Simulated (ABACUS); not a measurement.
The system is Na2S.

```
S Na
1.0
     0.00000    3.27350    3.27350
     3.27350    0.00000    3.27350
     3.27350    3.27350    0.00000
S Na
1 2
Direct
  0.00000 0.00000 0.00000
  0.75000 0.75000 0.75000
  0.25000 0.25000 0.25000
```

Base run:

| Quantity | Value |
| --- | --- |
| Program | ABACUS 3.10.1 |
| Functional | LDA |
| Potentials or basis | PseudoDojo NC SR 0.4.1 LDA stringent |
| Cutoff | 1211 eV |
| Density cutoff | 4844 eV |
| Basis | plane waves |
| k mesh | 6 × 6 × 6 |
| Occupations | fermi-dirac, width 0.05 eV |
| Spin | no spin polarisation |

Its results: band gap on the k mesh 2.23 eV, direct; pressure -2.1 GPa.

Problem. The run is repeated on the same cell with these changes: functional from LDA to PBEsol; potentials or basis from PseudoDojo NC SR 0.4.1 LDA stringent to PseudoDojo NC SR 0.5 PBE stringent. What comes out?

Solution. Band gap on the k mesh 2.35 eV, direct; pressure -0.5 GPa.

Caveats: the potentials were made for another functional, which shifts forces and pressure (some runs).

